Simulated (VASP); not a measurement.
# Ni (Fm-3m) in VASP: notebook

Runs on Ni. Level: LDA. Tasks: single point.

Everything below comes from runs of VASP 6.6.1. Logs are shortened: lines on timing, memory, paths and dates and some standing lists are left out, and cuts for length are marked.

## (1) The structure

Symmetry: Fm-3m, No. 225, cubic system. Conventional cell: a = 3.423 Å, b = 3.423 Å, c = 3.423 Å, α = 90.00°, β = 90.00°, γ = 90.00°. Around Ni (site symmetry m-3m) lie 12 Ni at 2.42 Å.

## (2) Single point, LDA, collinear spin, ferromagnetic start

File INCAR:

```
SYSTEM = Ni
  ALGO = Fast
  EDIFF = 1E-7
  ENCUT = 520
  GGA = CA
  ISIF = 2
  ISMEAR = 0
  ISPIN = 2
  LASPH = .TRUE.
  LCHARG = .FALSE.
  LMAXMIX = 4
  LORBIT = 11
  LREAL = .FALSE.
  LWAVE = .FALSE.
  MAGMOM = 0.8
  NELM = 100
  PREC = Accurate
  SIGMA = 0.1
```

File KPOINTS:

```
k-points
0
G
  20 20 20
  0 0 0
```

File POSCAR:

```
Ni                                      
1.0
    0.0000000000      1.7117146087      1.7117146087
    1.7117146087      0.0000000000      1.7117146087
    1.7117146087      1.7117146087      0.0000000000
  Ni            
     1
Direct
     0.0000000000000000    0.0000000000000000    0.0000000000000000
```

Potentials or basis: VASP PAW LDA potentials, release 64 (Ni).

Started as:

```sh
$ cat potpaw_LDA.64/Ni/POTCAR > POTCAR
$ mpirun -np 1 vasp_std > vasp.out
```

OUTCAR:

```text
SYSTEM = Ni
   EDIFF = 1E-7
   ENCUT = 520
   GGA = CA
   ISIF = 2
   ISMEAR = 0
   ISPIN = 2
   LASPH = .TRUE.
   LORBIT = 11
   LREAL = .FALSE.
   NELM = 100
   PREC = Accurate

 ion  position               nearest neighbor table
   1  0.000  0.000  0.000-

  LATTYP: Found a face centered cubic cell.
 ALAT       =     3.4234292174

  Lattice vectors:

 A1 = (   0.0000000000,   1.7117146087,   1.7117146087)
 A2 = (   1.7117146087,   0.0000000000,   1.7117146087)
 A3 = (   1.7117146087,   1.7117146087,   0.0000000000)

Analysis of symmetry for initial positions (statically):
=====================================================================
 Subroutine PRICEL returns:
 Original cell was already a primitive cell.

 Routine SETGRP: Setting up the symmetry group for a
 face centered cubic supercell.

 Subroutine GETGRP returns: Found 48 space group operations
 (whereof 48 operations were pure point group operations)
 out of a pool of 48 trial point group operations.

The static configuration has the point symmetry O_h .

Analysis of symmetry for dynamics (positions and initial velocities):
=====================================================================
 Subroutine PRICEL returns:
 Original cell was already a primitive cell.

 Routine SETGRP: Setting up the symmetry group for a
 face centered cubic supercell.

 Subroutine GETGRP returns: Found 48 space group operations
 (whereof 48 operations were pure point group operations)
 out of a pool of 48 trial point group operations.

The dynamic configuration has the point symmetry O_h .

Analysis of structural, dynamic, and magnetic symmetry:
=====================================================================
 Subroutine PRICEL returns:
 Original cell was already a primitive cell.

 Routine SETGRP: Setting up the symmetry group for a
 face centered cubic supercell.

 Subroutine GETGRP returns: Found 48 space group operations
 (whereof 48 operations were pure point group operations)
 out of a pool of 48 trial point group operations.

The overall configuration has the point symmetry O_h .

 Subroutine INISYM returns: Found 48 space group operations
 (whereof 48 operations are pure point group operations),
 and found     1 'primitive' translations

----------------------------------------------------------------------------------------

                                     Primitive cell

  volume of cell :      10.0305

  direct lattice vectors                    reciprocal lattice vectors
     0.000000000  1.711714609  1.711714609    -0.292104769  0.292104769  0.292104769
     1.711714609  0.000000000  1.711714609     0.292104769 -0.292104769  0.292104769
     1.711714609  1.711714609  0.000000000     0.292104769  0.292104769 -0.292104769

  length of vectors
     2.420730015  2.420730015  2.420730015     0.505940301  0.505940301  0.505940301

  position of ions in fractional coordinates (direct lattice)
     0.000000000  0.000000000  0.000000000

  ion indices of the primitive-cell ions
   primitive index   ion index
                 1           1

----------------------------------------------------------------------------------------

 KPOINTS: k-points

Automatic generation of k-mesh.
 Grid dimensions read from file:
 generate k-points for:   20   20   20

 Generating k-lattice:

  Cartesian coordinates                     Fractional coordinates (reciprocal lattice)
    -0.014605238  0.014605238  0.014605238     0.050000000  0.000000000  0.000000000
     0.014605238 -0.014605238  0.014605238     0.000000000  0.050000000  0.000000000
     0.014605238  0.014605238 -0.014605238     0.000000000  0.000000000  0.050000000

  Length of vectors
     0.025297015  0.025297015  0.025297015

  Shift w.r.t. Gamma in fractional coordinates (k-lattice)
     0.000000000  0.000000000  0.000000000

 Subroutine IBZKPT returns following result:
 ===========================================

 Found    256 irreducible k-points:

 Following reciprocal coordinates:
            Coordinates               Weight
  0.000000  0.000000  0.000000      1.000000
  0.050000  0.000000  0.000000      8.000000
  0.100000  0.000000  0.000000      8.000000
  0.150000  0.000000  0.000000      8.000000
  0.200000  0.000000  0.000000      8.000000
  0.250000  0.000000  0.000000      8.000000
[... 16 lines left out ...]
 -0.400000  0.050000  0.000000     24.000000
 -0.350000  0.050000  0.000000     24.000000
 [... further k-points ...]
   k-points           NKPTS =    256   k-points in BZ     NKDIM =    256   number of bands    NBANDS=      9
   number of dos      NEDOS =    301   number of ions     NIONS =      1
   total plane-waves  NPLWV =   5832
   dimension x,y,z NGX =    18 NGY =   18 NGZ =   18
   dimension x,y,z NGXF=    36 NGYF=   36 NGZF=   36
   ions per type =               1
   NGX,Y,Z   is equivalent  to a cutoff of  12.36, 12.36, 12.36 a.u.
   NGXF,Y,Z  is equivalent  to a cutoff of  24.72, 24.72, 24.72 a.u.
 SYSTEM =  Ni
   PREC   = accura    normal or accurate (medium, high low for compatibility)
   ISTART =      0    job   : 0-new  1-cont  2-samecut
   ICHARG =      2    charge: 1-file 2-atom 10-const
   ISPIN  =      2    spin polarized calculation?
   LNONCOLLINEAR =      F non collinear calculations
   LSORBIT =      F    spin-orbit coupling
   LASPH  =      T    aspherical Exc in radial PAW
   ENCUT  =  520.0 eV  38.22 Ry    6.18 a.u.   4.50  4.50  4.50*2*pi/ulx,y,z
   NELM   =    100;   NELMIN=  2; NELMDL= -5     # of ELM steps
   EDIFF  = 0.1E-06   stopping-criterion for ELM
   LREAL  =      F    real-space projection
   EDIFFG = 0.1E-05   stopping-criterion for IOM
   NSW    =      0    number of steps for IOM
   IBRION =     -1    ionic relax: 0-MD 1-quasi-New 2-CG
   NFREE  =      0    steps in history (QN), initial steepest desc. (CG)
   ISIF   =      2    stress and relaxation
   ISYM   =      2    0-nonsym 1-usesym 2-fastsym
   POTIM  = 0.5000    time-step for ionic-motion
   TEBEG  =    0.0;   TEEND  =   0.0 temperature during run
   PSTRESS=    0.0 pullay stress
   NELECT =      10.0000    total number of electrons
   NUPDOWN=      -1.0000    fix difference up-down
   EMIN   =  10.00;   EMAX   =-10.00  energy-range for DOS
   EFERMI =   0.00;   METHOD = LEGACY
   ISMEAR =     0;   SIGMA  =   0.10  broadening in eV -4-tet -1-fermi 0-gaus
   EFERMI_NEDOS =   21; number of points for ismear=-14 and -15
   IALGO  =     68    algorithm
   IMIX   =      4    mixing-type and parameters
     AMIX     =   0.40;   BMIX     =  1.00
     AMIX_MAG =   1.60;   BMIX_MAG =  1.00
  volume/ion in A,a.u.               =      10.03        67.69
  Fermi-wavevector in a.u.,A,eV,Ry     =   1.635436  3.090525 36.390822  2.674650
  Thomas-Fermi vector in A             =   2.726909
   LORBIT       =     11    0 simple, 1 ext, 2 COOP (PROOUT), +10 PAW based schemes
   GGA     = CA    functional components
   LHFCALC =     F    Hartree Fock is set to
   AEXX    =    0.0000 exact exchange contribution
   IVDW    =     0    specifies the selected vdW correction
   LEPSILON=     F    determine dielectric tensor
   LRPA    =     F    only Hartree local field effects (RPA)
 spin polarized calculation
 RMM-DIIS sequential band-by-band and
 Gauss-broadening in eV      SIGMA  =   0.10
  energy-cutoff  :      520.00
  volume of cell :       10.03
 maximum number of plane-waves:       290
 NGX is ok and might be reduce to    18
   NGX =  9   NGY =  9   NGZ =  9

 number of electron      10.0000000 magnetization       0.8000000

 number of electron       9.9999991 magnetization       0.5998178

 Free energy of the ion-electron system (eV)
  ---------------------------------------------------
  ext. energy  EPLUGINS =         0.00000000
  ---------------------------------------------------
  free energy    TOTEN  =        -6.58307768 eV

  energy without entropy =       -6.57443646  energy(sigma->0) =       -6.57875707

 E-fermi :  10.2345     XC(G=0): -14.1013

 val. band max:       10.2318792175   @ k =   0.4500   0.1500   0.0500
 cond. band min:      10.2373584243   @ k =   0.5000   0.3500   0.1000
 fundamental gap:      0.0054792069
 Fermi energy:        10.2344648295

 spin component 1

 k-point     1 :       0.0000    0.0000    0.0000
  band No.  band energies     occupation
      1       0.6735      1.00000
      2       7.6651      1.00000
      3       7.6651      1.00000
      4       7.6651      1.00000
      5       8.9604      1.00000
      6       8.9604      1.00000
      7      34.6951      0.00000
      8      39.1006      0.00000
      9      39.1006      0.00000

 k-point     2 :       0.0500    0.0000    0.0000
  band No.  band energies     occupation
      1       0.7777      1.00000
      2       7.6355      1.00000
      3       7.6903      1.00000
      4       7.6903      1.00000
      5       8.9492      1.00000
      6       8.9492      1.00000
      7      34.4490      0.00000
      8      37.6977      0.00000
      9      38.8800      0.00000

 k-point     3 :       0.1000    0.0000    0.0000
  band No.  band energies     occupation
      1       1.0862      1.00000
      2       7.5537      1.00000
      3       7.7581      1.00000
      4       7.7581      1.00000
      5       8.9233      1.00000
      6       8.9233      1.00000
      7      33.1659      0.00000
      8      36.2517      0.00000
      9      38.4029      0.00000
[... 229 lines left out ...]
 k-point    23 :      -0.4000    0.0500    0.0000
  band No.  band energies     occupation
      1       4.9212      1.00000
      2       7.6633      1.00000
      3       7.7336      1.00000
      4       8.5671      1.00000
      5       9.5587      1.00000
      6      10.0749      0.98799
      7      18.1808      0.00000
      8      32.7197      0.00000
      9      35.1800      0.00000

 k-point    24 :      -0.3500    0.0500    0.0000
  band No.  band energies     occupation
      1       4.6481      1.00000
      2       7.7346      1.00000
      3       7.7959      1.00000
      4       7.9118      1.00000
      5       9.3686      1.00000
      6       9.7568      1.00000
      7      20.0929      0.00000
      8      32.8537      0.00000
      9      35.4271      0.00000

 [... further k-points ...]

 spin component 2

 k-point     1 :       0.0000    0.0000    0.0000
  band No.  band energies     occupation
      1       0.7214      1.00000
      2       8.2776      1.00000
      3       8.2776      1.00000
      4       8.2776      1.00000
      5       9.5264      1.00000
      6       9.5264      1.00000
      7      34.6858      0.00000
      8      39.1499      0.00000
      9      39.1499      0.00000

 k-point     2 :       0.0500    0.0000    0.0000
  band No.  band energies     occupation
      1       0.8257      1.00000
      2       8.2453      1.00000
      3       8.3035      1.00000
      4       8.3035      1.00000
      5       9.5146      1.00000
      6       9.5146      1.00000
      7      34.4597      0.00000
      8      37.7620      0.00000
      9      38.9457      0.00000

 k-point     3 :       0.1000    0.0000    0.0000
  band No.  band energies     occupation
      1       1.1348      1.00000
      2       8.1556      1.00000
      3       8.3729      1.00000
      4       8.3729      1.00000
      5       9.4877      1.00000
      6       9.4877      1.00000
      7      33.2497      0.00000
      8      36.2760      0.00000
      9      38.4960      0.00000
[... 229 lines left out ...]
 k-point    23 :      -0.4000    0.0500    0.0000
  band No.  band energies     occupation
      1       5.2473      1.00000
      2       8.2093      1.00000
      3       8.2882      1.00000
      4       8.8328      1.00000
      5      10.2026      0.67367
      6      10.6264      0.00000
      7      18.4937      0.00000
      8      32.7534      0.00000
      9      35.2741      0.00000

 k-point    24 :      -0.3500    0.0500    0.0000
  band No.  band energies     occupation
      1       4.8842      1.00000
      2       8.2325      1.00000
      3       8.3034      1.00000
      4       8.3566      1.00000
      5      10.0012      0.99951
      6      10.3648      0.03265
      7      20.3574      0.00000
      8      32.9059      0.00000
      9      35.5112      0.00000

 [... further k-points ...]

------------------------ aborting loop because EDIFF is reached ----------------------------------------

  FORCE on cell =-STRESS in cart. coord.  units (eV):
  Direction    XX          YY          ZZ          XY          YZ          ZX
  --------------------------------------------------------------------------------------
  -------------------------------------------------------------------------------------
  Total       -0.0013849     -0.0013849     -0.0013849     -0.0000000      0.0000000      0.0000000
  in kB       -0.2212072     -0.2212072     -0.2212072     -0.0000000      0.0000000      0.0000000
  external PRESSURE =      -0.2212072 kB  Pullay stress =       0.0000000 kB

 VOLUME and BASIS-vectors are now :
 -----------------------------------------------------------------------------
  energy-cutoff  :      520.00
  volume of cell :       10.03
      direct lattice vectors                 reciprocal lattice vectors
     0.000000000  1.711714609  1.711714609    -0.292104769  0.292104769  0.292104769
     1.711714609  0.000000000  1.711714609     0.292104769 -0.292104769  0.292104769
     1.711714609  1.711714609  0.000000000     0.292104769  0.292104769 -0.292104769

 POSITION                                       TOTAL-FORCE (eV/Angst)
 -----------------------------------------------------------------------------------
      0.00000      0.00000      0.00000         0.000000      0.000000      0.000000
 -----------------------------------------------------------------------------------
    total drift:                                0.000000     -0.000000     -0.000000

  FREE ENERGIE OF THE ION-ELECTRON SYSTEM (eV)
  ---------------------------------------------------
  free  energy   TOTEN  =        -6.5830776830 eV

  energy  without entropy=       -6.5744364585  energy(sigma->0) =       -6.57875707

 total charge

# of ion       s       p       d       tot
------------------------------------------
    1        0.536   0.573   8.367   9.476

 magnetization (x)

# of ion       s       p       d       tot
------------------------------------------
    1       -0.005  -0.019   0.623   0.600
```

Wall time 35 s (1 thread of Intel Xeon Platinum 8488C (Sapphire Rapids), shared host); peak memory 0.14 GiB.

Results:

| Property | Result |
| --- | --- |
| Free energy | -6.5831 eV |
| Pressure | 0.0 GPa |
| Band gap on the k mesh | none (metal or under the smearing width) |
| Net moment | 0.60 μB per cell |
| Site moments | Ni +0.60 μB |
| Valence electrons inside the program's atomic spheres | Ni 9.48 |

## (3) Single point, LDA, collinear spin, ferromagnetic start (a relaxed cell with its volume scaled by 0.97)

INCAR is that of step 2.

KPOINTS is that of step 2.

File POSCAR:

```
Ni                                      
1.0
    0.0000000000      1.6944233800      1.6944233800
    1.6944233800      0.0000000000      1.6944233800
    1.6944233800      1.6944233800      0.0000000000
  Ni            
     1
Direct
     0.0000000000000000    0.0000000000000000    0.0000000000000000
```

Potentials or basis: VASP PAW LDA potentials, release 64 (Ni).

Started as:

```sh
$ cat potpaw_LDA.64/Ni/POTCAR > POTCAR
$ mpirun -np 1 vasp_std > vasp.out
```

It took 39 s on 1 thread of Intel Xeon Platinum 8488C (Sapphire Rapids), shared host; peak memory 0.15 GiB.

It converged, with:

* Free energy: -6.5755 eV
* Pressure: 8.2 GPa
* Band gap on the k mesh: none (metal or under the smearing width)
* Net moment: 0.59 μB per cell
* Site moments: Ni +0.59 μB
* Valence electrons inside the program's atomic spheres: Ni 9.54

Levels at points of the mesh, in eV from the Fermi level:
Spin up:
| k point | band 3 | band 4 | band 5 | band 6 | band 7 | band 8 |
| --- | --- | --- | --- | --- | --- | --- |
| (0.00, 0.00, 0.00) | -2.66 | -2.66 | -1.30 | -1.30 | 24.71 | 29.36 |
| (0.50, 0.00, 0.00) | -2.67 | -0.48 | -0.48 | -0.46 | 6.57 | 23.18 |
| (0.50, 0.50, 0.00) | -0.45 | -0.29 | -0.29 | 2.53 | 10.33 | 15.84 |
Spin down:
```tsv
k point	band 2	band 3	band 4	band 5	band 6	band 7	band 8	band 9
(0.00, 0.00, 0.00)	-2.05	-2.05	-2.05	-0.74	-0.74	24.70	29.41	29.41
(0.50, 0.00, 0.00)	-2.13	-2.13	-0.42	0.17	0.17	6.95	23.16	26.68
(0.50, 0.50, 0.00)	-4.27	0.13	0.40	0.40	2.59	10.61	15.92	15.92
```

## (4) Single point, LDA, collinear spin, ferromagnetic start (a relaxed cell with its volume scaled by 1.03)

INCAR is that of step 3.

KPOINTS is that of step 3.

File POSCAR:

```
Ni                                      
1.0
    0.0000000000      1.7286633804      1.7286633804
    1.7286633804      0.0000000000      1.7286633804
    1.7286633804      1.7286633804      0.0000000000
  Ni            
     1
Direct
     0.0000000000000000    0.0000000000000000    0.0000000000000000
```

Started as:

```sh
$ cat potpaw_LDA.64/Ni/POTCAR > POTCAR
$ mpirun -np 1 vasp_std > vasp.out
```

Run time: 43 s. Hardware: 1 thread of Intel Xeon Platinum 8488C (Sapphire Rapids), shared host; peak memory 0.15 GiB.

Results (log left out):

```yaml
Free_energy: -6.5764 eV
Pressure: -6.9 GPa
Band_gap_on_the_k_mesh: none (metal or under the smearing width)
Net_moment: 0.60 μB per cell
Site_moments: Ni +0.61 μB
Valence_electrons_inside_the_program's_atomic_spheres: Ni 9.42
```

Levels at points of the mesh, in eV from the Fermi level:
Spin up:
```tsv
k point	band 3	band 4	band 5	band 6	band 7	band 8
(0.00, 0.00, 0.00)	-2.49	-2.49	-1.25	-1.25	24.22	28.38
(0.50, 0.00, 0.00)	-2.50	-0.50	-0.50	-0.35	6.09	22.71
(0.50, 0.50, 0.00)	-0.47	-0.33	-0.33	2.49	9.75	15.26
```
Spin down:
```csv
k point,band 3,band 4,band 5,band 6,band 7,band 8
"(0.00, 0.00, 0.00)",-1.87,-1.87,-0.68,-0.68,24.20,28.43
"(0.50, 0.00, 0.00)",-1.94,-0.32,0.16,0.16,6.48,22.69
"(0.50, 0.50, 0.00)",0.13,0.37,0.37,2.54,10.03,15.33
```

(Continued in part 2 of 2.)
